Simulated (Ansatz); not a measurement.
**Equation of state of MoP**

A database entry relaxed whole under r2SCAN (P-6m2):

```
CELL_PARAMETERS angstrom
3.23629 0.00000 0.00000
-1.61815 2.80271 0.00000
0.00000 0.00000 3.18061
ATOMIC_POSITIONS crystal
Mo 0.00000 0.00000 0.00000
P 0.33333 0.66667 0.50000
```

The cell was scaled uniformly, its shape held, and the atoms relaxed at each volume with plane-wave PAW DFT (Ansatz 0.2.0; r2SCAN, 500 eV, 12×12×11 Γ-centred mesh, fermi-dirac occupations of width 0.100 eV; no spin, no spin-orbit coupling). One row is withheld.

```
volume (Å³/atom)  energy over the lowest (meV/atom)  pressure (GPa)
          13.559                               41.8           16.54
          13.848                               17.8           10.44
          14.136                                  ?               ?
          14.425                                0.0            0.05
          14.713                                4.2           -4.37
          15.002                               15.9           -8.33
          15.290                               34.3          -11.88
```

**Question.** Fit the pressures of the other rows to the third-order Birch-Murnaghan form.

**Answer.** With f = [(V₀/V)^(2/3) − 1]/2 and P = 3B₀f(1 + 2f)^(5/2)[1 + 3(B₀′ − 4)f/2], least squares gives V₀ = 14.43 Å³ an atom, B₀ = 232 GPa and B₀′ = 4.4; the rows miss the fit by less than 0.01 GPa. The slope of the energies differs from these pressures by 0.12 GPa, since they are taken to zero smearing while pressures follow the free energy.

**Question.** What does the withheld row hold?

**Answer.** The fit gives 4.96 GPa at 14.136 Å³; the run gave 4.97 GPa and 4.2 meV an atom.

Caveats: the shape of the cell was held, so B₀ is an upper bound where the axes differ in stiffness; 0 K, fixed nuclei; the symmetry was kept, and this need not be the phase that is stable at 0 K; one mesh for all volumes; pressure is positive in compression.
